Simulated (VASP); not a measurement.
Wanted: the native input for a VASP 6.6.1 run.

- Task: relaxation of cell and atoms
- Functional: PBE
- Potentials or basis: VASP PAW PBE potentials, release 64 (Mo_sv, P)
- Cutoff: 700 eV
- k mesh: 15 × 15 × 14
- Occupations: gaussian, width 0.1 eV
- Spin: no spin polarisation
- Further INCAR settings: ALGO = Normal; EDIFF = 1e-07; IBRION = 2; EDIFFG = -0.002; NSW = 80; ISIF = 3

The structure of MoP lies in POSCAR:

```
MoP
1.0
    3.2230000000      0.0000000000      0.0000000000
   -1.6115000000      2.7911998800      0.0000000000
    0.0000000000      0.0000000000      3.1910000000
Mo P
1 1
Direct
    0.0000000000      0.0000000000      0.0000000000
    0.3333333300      0.6666666700      0.5000000000
```

The input as run:

INCAR

```
ALGO = Normal ; EDIFF = 1E-7
EDIFFG = -0.002 ; ENCUT = 700
GGA = PE ; IBRION = 2
ISIF = 3 ; ISMEAR = 0
LASPH = T ; LCHARG = F
LREAL = F ; LWAVE = F
NELM = 80 ; NSW = 80
PREC = Accurate ; SIGMA = 0.1
```

KPOINTS

```
k-points
0
Gamma
  15 15 14
```

Potentials or basis: VASP PAW PBE potentials, release 64 (Mo_sv, P).

The run is started by

```console
$ cat potpaw_PBE.64/Mo_sv/POTCAR potpaw_PBE.64/P/POTCAR > POTCAR
$ mpirun -np 1 vasp_std > vasp.out
```

It gave:

* Relaxed volume: 14.54 Å³/atom
* Relaxed cell: a = 3.242 Å, b = 3.242 Å, c = 3.195 Å, α = 90.00°, β = 90.00°, γ = 120.00°
* Space group after relaxing (to 0.05 Å): P-6m2 (No. 187)
* Energy gained by relaxing: 1.7 meV/atom
* Ionic steps: 4
* Pressure after relaxing: 0.0 GPa
* Band gap on the k mesh: none (metal or under the smearing width)

It took 110 s on 1 thread of Intel(R) Xeon(R) 6975P-C (Granite Rapids), with other jobs on the host, peak memory 0.27 GiB.
